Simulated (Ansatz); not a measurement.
# How HfO₂ stores the work of compression

Theory: DFT r2SCAN, scalar-relativistic, plane waves, PAW in Ansatz. Settings: 500 eV cutoff, 6×6×6 k-mesh, Gaussian smearing of 0.02 eV, no spin polarisation.

Starting point, cell and atoms relaxed:

```xyz
6
Lattice="3.5768 0.0000 0.0000 0.0000 3.5768 0.0000 0.0000 0.0000 5.2027" Properties=species:S:1:pos:R:3 pbc="T T T"
Hf    1.7884    1.7884    2.6013
Hf    0.0000    0.0000    0.0000
O     0.0000    1.7884    3.6219
O     1.7884    0.0000    4.1821
O     1.7884    0.0000    1.5808
O     0.0000    1.7884    1.0206
```

Cell and atoms were relaxed at each target pressure within the start's symmetry (P4_2/nmc), at zero temperature; other phases can be more stable under pressure. H = E + PV with P the target; E is the free energy at the smearing used, whose derivative the pressure is, per atom and counted from zero pressure. The mesh named is that at zero pressure; some other pressures ran on another.

Spin-orbit coupling is left out, which matters for the bands and energies of heavy elements.

```
P (GPa) V (Å³/atom) E − E0 (meV) H − H0 (meV)
      0       11.094           0.0           0.0
      2       10.982           0.7         137.8
      5       10.829           4.0         342.0
     10       10.602          14.6         676.3
     20       10.220          49.9        1325.6
     40        9.638         156.9        2563.1
```

Task: Thermodynamics gives dH/dP = V along a relaxed path. Integrate V over P by the trapezoid rule and compare with the computed enthalpies.

Result: With 1 eV/Å³ = 160.22 GPa, each step adds the mean volume times ΔP / 160.22:
```csv
P (GPa),∫V dP (meV),H − H0 (meV),difference (meV)
2,137.8,137.8,0.0
5,342.0,342.0,0.0
10,676.4,676.3,0.1
20,1326.2,1325.6,0.5
40,2565.6,2563.1,2.5
```

V(P) curves upward, so the trapezoid rule runs high; integrating a smooth curve through the same points puts that excess at about 2.5 meV at 40 GPa, against the 2.5 meV found.

Task: At 40 GPa, how much of the enthalpy change is stored energy and how much is the PV term?

Result: E rises by 157 meV/atom and PV is 40 × 9.638 / 160.22 = 2406 meV/atom, so PV makes 94 % of ΔH. So between rival structures at high pressure a small difference in volume can outweigh the difference in energy: 1 % of this volume is worth 24.1 meV/atom at this pressure.

Task: What bulk modulus do the lowest pressures give, and how is the compression shared among the axes?

Result: From the pressures that the runs reached, -1.99 GPa (11.213 Å³) and 2.00 GPa (10.982 Å³), B = −ΔP/Δln V = 3.99 / 0.0208 = 192 GPa, a mean over that range. The linear compressibilities −Δln(length)/ΔP are 1.26 along a, 1.26 along b, 2.69 along c (in TPa⁻¹). With fixed angles they add up to 1/B: 5.20 against 5.20. Softest: c, at 52 % of the volume change per axis.

Task: The gap is 5.266 eV at -1.99 GPa and 5.264 eV at 2.00 GPa. What pressure coefficient and volume deformation potential follow?

Result: dE_g/dP = -0.4 meV/GPa, and a_V = dE_g/d ln V = −B dE_g/dP = 0.09 eV. A gap that closes or barely moves under pressure is usual where the conduction edge lies away from the zone centre, has d character, or where the bands broaden faster than they shift. If the edges move to other points of the zone within the range, this is a mean of two slopes. Gaps are generalised Kohn–Sham gaps over the whole zone.

This fluorite-type form isn't the usual stable structure of the compound.